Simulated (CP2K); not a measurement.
**A self-consistent single point of BeO (P6_3mc, 4 atoms in the cell) with CP2K**

Method of the run: PBE, GPW, DZVP-MOLOPT-SR-GTH basis, GTH-PBE potentials (GTH_POTENTIALS) (CP2K 2026.2).

Input:

```
&GLOBAL
  PROJECT calc
  RUN_TYPE ENERGY_FORCE
  PRINT_LEVEL LOW
&END GLOBAL
&FORCE_EVAL
  METHOD Quickstep
  STRESS_TENSOR ANALYTICAL
  &DFT
    BASIS_SET_FILE_NAME BASIS_MOLOPT
    POTENTIAL_FILE_NAME GTH_POTENTIALS
    &QS
      METHOD GPW
      EPS_DEFAULT 1E-10
    &END QS
    &MGRID
      CUTOFF 600
      REL_CUTOFF 50
      NGRIDS 5
    &END MGRID
    &SCF
      SCF_GUESS ATOMIC
      EPS_SCF 1E-7
      MAX_SCF 100
      ADDED_MOS 5
      &DIAGONALIZATION
        ALGORITHM STANDARD
      &END DIAGONALIZATION
      &MIXING
        METHOD BROYDEN_MIXING
        ALPHA 0.4
        NBUFFER 10
      &END MIXING
      &SMEAR ON
        METHOD FERMI_DIRAC
        ELECTRONIC_TEMPERATURE [K] 580.23
      &END SMEAR
    &END SCF
    &KPOINTS
      SCHEME MONKHORST-PACK 5 5 3
    &END KPOINTS
    &XC
      &XC_FUNCTIONAL PBE
      &END XC_FUNCTIONAL
    &END XC
    &PRINT
      &MO
        EIGENVALUES T
        OCCUPATION_NUMBERS T
        NDIGITS 8
        FILENAME mo
        &EACH
          QS_SCF 0
        &END EACH
        ADD_LAST NUMERIC
      &END MO
      &MULLIKEN OFF
      &END MULLIKEN
    &END PRINT
  &END DFT
  &SUBSYS
    &CELL
      ABC 2.69190000 2.69190019 4.36686000
      ALPHA_BETA_GAMMA 90.00000000 90.00000000 119.99999771
      PERIODIC XYZ
    &END CELL
    &COORD
      SCALED
      Be       0.66666667     0.33333333     0.50000000
      Be       0.33333333     0.66666667     0.00000000
      O        0.66666667     0.33333333     0.87800000
      O        0.33333333     0.66666667     0.37800000
    &END COORD
    &KIND Be
      BASIS_SET DZVP-MOLOPT-SR-GTH-q4
      POTENTIAL GTH-PBE-q4
    &END KIND
    &KIND O
      BASIS_SET DZVP-MOLOPT-SR-GTH-q6
      POTENTIAL GTH-PBE-q6
    &END KIND
  &END SUBSYS
  &PRINT
    &FORCES ON
    &END FORCES
    &STRESS_TENSOR ON
    &END STRESS_TENSOR
  &END PRINT
&END FORCE_EVAL
```

Output, abridged:

```
 GLOBAL| Method name                                                        CP2K
 GLOBAL| Project name                                                       calc
 GLOBAL| Run type                                                   ENERGY_FORCE

 TOTAL NUMBERS AND MAXIMUM NUMBERS

  Total number of            - Atomic kinds:                                   2
                             - Atoms:                                          4
                             - Shell sets:                                     4
                             - Shells:                                        18
                             - Primitive Cartesian functions:                 22
                             - Cartesian basis functions:                     40
                             - Spherical basis functions:                     38

  Maximum angular momentum of- Orbital basis functions:                        2
                             - Local part of the GTH pseudopotential:          6
                             - Non-local part of the GTH pseudopotential:      0

 SCF PARAMETERS         Density guess:                                    ATOMIC
                        max_scf:                                             100
                        max_diis:                                              4
                        eps_scf:                                        1.00E-07
                        eps_diis:                                       1.00E-01
                        eps_eigval:                                     1.00E-05
                        level_shift [a.u.]:                             0.000000
                        added MOs                                         5    0
                        Mixing method:                            BROYDEN_MIXING
                                                charge density mixing in g-space
                        Smear method:                                FERMI_DIRAC
                        Electronic temperature [K]:                        580.2
                        Electronic temperature [a.u.]:                  1.84E-03
                        Accuracy threshold:                             1.00E-10
                        No outer SCF

 Extrapolation method: initial_guess

 Number of electrons:                                                         20
 Number of occupied orbitals:                                                 10
 Number of molecular orbitals:                                                15

 Number of orbital functions:                                                 38
 Number of independent orbital functions:                                     38

 SCF WAVEFUNCTION OPTIMIZATION

  Step     Update method      Time    Convergence         Total energy    Change
     1 NoMix/Diag. 0.40E+00      -     1.86418799       -62.2407458168 -6.22E+01
     2 Broy./Diag. 0.40E+00      -     0.22467402       -59.1741717308  3.07E+00
     3 Broy./Diag. 0.40E+00      -     0.01270087       -61.6423449169 -2.47E+00
     4 Broy./Diag. 0.40E+00      -     0.00605160       -61.6382452127  4.10E-03
     5 Broy./Diag. 0.40E+00      -     0.00107882       -61.6433465450 -5.10E-03
     6 Broy./Diag. 0.40E+00      -     0.00037508       -61.6563582204 -1.30E-02
     7 Broy./Diag. 0.40E+00      -     0.00003962       -61.6563033646  5.49E-05
     8 Broy./Diag. 0.40E+00      -     0.00000752       -61.6559333546  3.70E-04
     9 Broy./Diag. 0.40E+00      -     0.00000063       -61.6559562812 -2.29E-05
    10 Broy./Diag. 0.40E+00      -     0.00000046       -61.6559598599 -3.58E-06
    11 Broy./Diag. 0.40E+00      -     0.00000002       -61.6559590004  8.60E-07

  *** SCF run converged in    11 steps ***

  Electronic density on regular grids:        -19.9999999974        0.0000000026
  Core density on regular grids:               19.9999999992       -0.0000000008
  Total charge density on r-space grids:        0.0000000017
  Total charge density g-space grids:           0.0000000017

  Overlap energy of the core charge distribution:               0.00000000000133
  Self energy of the core charge distribution:               -110.82790134804112
  Core Hamiltonian energy:                                     25.18662740201530
  Hartree energy:                                              36.92439171158976
  Exchange-correlation energy:                                -12.93907676596423
  Electronic entropic energy:                                  -0.00000000000000
  Fermi energy:                                                 0.35331976908338

  Total energy:                                               -61.65595900039897
  Total energy (extrapolated to T->0):                        -61.65595900039897

 ENERGY| Total FORCE_EVAL ( QS ) energy [hartree]            -61.655958999885954

 FORCES| Atomic forces [hartree/bohr]
 FORCES|   Atom     x               y               z               |f|
 FORCES|      1 -3.24615761E-06  1.81116992E-06  4.44122469E-04   4.44138025E-04
 FORCES|      2  3.24615769E-06 -1.81116997E-06  4.44122469E-04   4.44138025E-04
 FORCES|      3  9.99629435E-07 -4.06774431E-07 -9.65301372E-04   9.65301975E-04
 FORCES|      4 -9.99629447E-07  4.06774448E-07 -9.65301356E-04   9.65301959E-04
 FORCES| Sum     7.25317447E-14 -3.70140938E-14 -1.04235779E-03
 FORCES| Total atomic force                                       1.04235779E-03

 STRESS| Analytical stress tensor [bar]
 STRESS|                        x                   y                   z
 STRESS|      x        6.87908359909E+04  -4.81452548745E+02  -7.11045549331E-08
 STRESS|      y       -4.81452548745E+02   6.82320271378E+04   3.63317363351E-08
 STRESS|      z       -7.11045549331E-08   3.63317363351E-08   7.62330260238E+04
 STRESS| 1/3 Trace                                             7.10852963841E+04
```

The run converged in 11 iterations.

The starting cell has typed, rounded lattice constants, without a prior relaxation at this level. Its lattice was rescaled by up to half a per cent. Values carry the incompleteness of an atom-centred basis. With a pressure of about 7 GPa the cell is away from its equilibrium volume at this level.

Cost on one core of a shared machine: roughly 40 s.
